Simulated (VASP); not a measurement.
MgO in VASP 6.6.1, single-point calculation

INCAR

```
NSW = 0
LREAL = .FALSE.
LCHARG = .FALSE.
METAGGA = MBJ
EDIFF = 1E-7
NBANDS = 11
ISMEAR = -1
SIGMA = 0.02
NELM = 54
IBRION = -1
ISIF = 2
ENCUT = 520
PREC = Accurate
LASPH = .TRUE.
LWAVE = .FALSE.
```

KPOINTS

```
KPOINTS created by Atomic Simulation Environment
0
Monkhorst-Pack
10 10 10
0 0 0
```

POSCAR

```
Mg O
 1.0000000000000000
     0.0000000000000000    2.4184696010000000    2.4184696010000000
     2.4184696010000000    0.0000000000000000    2.4184696010000000
     2.4184696010000000    2.4184696010000000    0.0000000000000000
 Mg  O
   1   1
Cartesian
  0.0000000000000000  0.0000000000000000  0.0000000000000000
  1.2092348005000000  1.2092348005000000  1.2092348005000000
```

The recommended PBE PAW datasets give the neutral cell 8 valence electrons.

Command

```
mpirun -np 1 vasp_std
```

Task: Predict the outcome of this run.

Result: It didn't converge.

OSZICAR

```
N       E                     dE             d eps       ncg     rms          rms(c)
DAV:   1     0.530490125407E+02    0.53049E+02   -0.42739E+03  2628   0.617E+02
DAV:   2     0.218198340441E+02   -0.31229E+02   -0.30318E+02  2767   0.133E+02
DAV:   3     0.208149568692E+02   -0.10049E+01   -0.10040E+01  2959   0.228E+01
DAV:   4     0.208117001952E+02   -0.32567E-02   -0.32566E-02  2660   0.150E+00
DAV:   5     0.208116874445E+02   -0.12751E-04   -0.12751E-04  2887   0.896E-02    0.943E+00
DAV:   6     0.233732273292E+02    0.25615E+01   -0.37842E+01  2693   0.397E+01    0.638E+00
DAV:   7     0.226191601974E+02   -0.75407E+00   -0.18708E+01  2669   0.173E+01    0.363E+00
DAV:   8     0.237389768089E+02    0.11198E+01   -0.30778E+00  2609   0.889E+00    0.355E+00
DAV:   9     0.245145958546E+02    0.77562E+00   -0.20976E+01  2564   0.261E+01    0.736E+00
DAV:  10     0.236076270708E+02   -0.90697E+00   -0.37848E+01  2786   0.283E+01    0.314E+00
...
DAV:  46     0.256941740174E+02    0.15062E-03   -0.82195E-07  2585   0.426E-03    0.177E-03
DAV:  47     0.256937724227E+02   -0.40159E-03   -0.50423E-07  2063   0.282E-03    0.585E-04
DAV:  48     0.256943082797E+02    0.53586E-03   -0.50933E-07  2047   0.325E-03    0.209E-03
DAV:  49     0.256936194799E+02   -0.68880E-03   -0.81758E-07  2420   0.415E-03    0.314E-04
DAV:  50     0.256937976271E+02    0.17815E-03   -0.84852E-07  2699   0.373E-03    0.156E-03
DAV:  51     0.256933843024E+02   -0.41332E-03   -0.36874E-07  1560   0.244E-03    0.448E-04
DAV:  52     0.256937293711E+02    0.34507E-03   -0.34604E-07  1471   0.248E-03    0.153E-03
DAV:  53     0.256932577784E+02   -0.47159E-03   -0.34762E-07  1434   0.261E-03    0.342E-04
DAV:  54     0.256934429834E+02    0.18520E-03   -0.35070E-07  1749   0.247E-03
   1 F= 0.25693443E+02 E0= 0.25693443E+02  d E =-.424752E-11
```

Standard output (part)

```
POSCAR found type information on POSCAR MgO
 POSCAR found :  2 types and       2 ions
 LDA part: xc-table for (None), standard interpolation
 POSCAR, INCAR and KPOINTS ok, starting setup
 WAVECAR not read
 entering main loop
|     The electronic self-consistency was not achieved in the given           |
|     number of steps (NELM). The forces and other quantities evaluated       |
|     might not be reliable so examine the results carefully. If you find     |
|     spurious results, we suggest increasing NELM, if you were close to      |
|     convergence or switching to a different ALGO or adjusting the           |
|     density mixing parameters otherwise.                                    |
```
